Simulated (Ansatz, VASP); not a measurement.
**N: VASP beside Ansatz**

Contents of INCAR:

```
PREC = Accurate ; ENCUT = 520
EDIFF = 1E-7 ; ISMEAR = 0
SIGMA = 0.05 ; LREAL = F
LASPH = T ; NELM = 60
ALGO = Normal ; ISIF = 2
LWAVE = F ; LCHARG = F
GGA = PE ; NBANDS = 12
```

File KPOINTS:

```
regular mesh
0
Gamma
  12 12 12
```

File POSCAR:

```
N
1.0
    2.5194737886      0.0000000000      0.0000000000
   -1.2597368943      2.1819283051      0.0000000000
    0.0000000000      0.0000000000      2.4460020000
N
2
Direct
    0.6666666700      0.3333333300      0.2500000000
    0.3333333300      0.6666666700      0.7500000000
```

Input for Ansatz:

```yaml
crystal:
  lattice:
    - [2.5194737886, 0.0, 0.0]
    - [-1.2597368943, 2.1819283051, 0.0]
    - [0.0, 0.0, 2.446002]
  atoms:
    - { symbol: "N", position: [0.66666667, 0.33333333, 0.25] }
    - { symbol: "N", position: [0.33333333, 0.66666667, 0.75] }
basis:
  ecutwfc: 420
  fft_grid_basis: typed
kpoints:
  mp_grid: { grid: [12, 12, 12] }
hamiltonian:
  xc: pbe
  pseudopotentials: { kind: paw }
scf:
  occupations: { method: gaussian, width: 0.05 }
output:
  forces: true
  stress: true
  eigenvalues: true
  bader: true
  write_density: true
  volumetric_format: npy
  elf: true
```

The real solid is made of molecules; this cell is a model form.

Alike in both runs: task single point; functional PBE; k mesh 12 × 12 × 12; occupations gaussian, width 0.05 eV; no spin polarisation.

|  | VASP | Ansatz |
| --- | --- | --- |
| version | VASP 6.6.1 | Ansatz 0.2.0 |
| potentials or method | VASP PAW PBE potentials, release 64 (N) | scalar-relativistic, plane waves, PAW |
| plane-wave cutoff (eV) | 520 | 420 |
| valence electrons in the cell | 10 | 10 |

```tsv
	VASP	Ansatz	Ansatz less VASP
gap on the k mesh at the Fermi level (eV)	none	none	-
pressure (GPa)	9.9	10.0	+0.02
largest component of the traceless stress (GPa)	7.48	7.62	+0.140
```

A gap of «none» marks a metal or a gap that the smearing closes.
